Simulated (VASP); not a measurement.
Slab: SnSe, a slab with vacuum.

```xyz
4
Lattice="4.2336 0.0000 0.0000 0.0000 4.2336 0.0000 0.0000 0.0000 11.0038" Properties=species:S:1:pos:R:3 pbc="T T T"
Sn    2.1168    0.0000    4.1636
Sn    0.0000    2.1168    6.8402
Se    2.1168    0.0000    6.8576
Se    0.0000    2.1168    4.1462
```

Program: VASP 6.6.1. Alike in all runs: task single point; potentials or basis VASP PAW PBE potentials, release 64 (Sn_d, Se); no spin polarisation; cell as given; smearing gaussian 0.02 eV.

**Question.** Order these runs on this cell by their band gap on the k mesh, lowest first.
A. level PBEsol; k mesh 6 × 6 × 4; cutoff (eV) 700
B. level r2SCAN; k mesh 6 × 6 × 4; cutoff (eV) 520
C. level PBEsol; k mesh 10 × 10 × 4; cutoff (eV) 520

**Answer.** C (0.64 eV), A (1.48 eV), B (1.72 eV).

Caveats: spin-orbit coupling is left out, which moves the levels of the heavy elements.

A k mesh can miss the band edges.
